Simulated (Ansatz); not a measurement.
The system is BaTiO3.

```
Ba Ti O
1.0
     3.70452   -0.01641    0.18507
    -0.01641    4.18451    0.02529
     0.18591    0.02540    3.89174
Ba Ti O
1 1 3
Direct
  0.00791 0.88261 0.95959
  0.50575 0.42212 0.59783
  0.45838 0.78893 0.98165
  0.55780 0.89570 0.46569
  0.97016 0.51063 0.49524
```

Base run:

- Program: Ansatz 0.2.0
- Functional: PBE
- Potentials or basis: Ansatz PAW
- Cutoff: 350 eV
- Density cutoff: 1400 eV
- k mesh: 7 × 7 × 7
- Occupations: fermi-dirac, width 0.05 eV
- Spin: no spin polarisation

Its results: band gap on the k mesh none (metal or under the smearing width); pressure 58.0 GPa; largest force 11.312 eV/Å.

**Question.** The run is repeated on the same cell with these changes: functional from PBE to PBEsol; cutoff from 350 eV to 420 eV (not typed: the program's choice for these potentials); hubbard terms from none to Ti d U = 1 eV; hubbard projectors from none to ortho-atomic (the default). What comes out?

**Answer.** Band gap on the k mesh none (metal or under the smearing width); pressure 51.1 GPa; largest force 11.055 eV/Å.

Several settings changed at once, so the effect can't be laid on one alone.

Caveats: a pressure of tens of GPa on the cell as given is suspect, and the run, the potentials or the cell itself is likely at fault; forces of over 1 eV/Å show positions far from the minimum, so gaps and moduli don't describe the material at rest; the pressure holds a Pulay correction of +6.2 GPa for the finite cutoff (some runs); semilocal functionals often make such compounds metallic where correlation or magnetic order opens a gap, which also shifts bond lengths (some runs); the cutoff lies under the one recommended for these potentials (some runs); spin-orbit coupling is left out, which moves the levels of the heavy elements (some runs); U without spin polarisation on a metal has little footing (some runs).
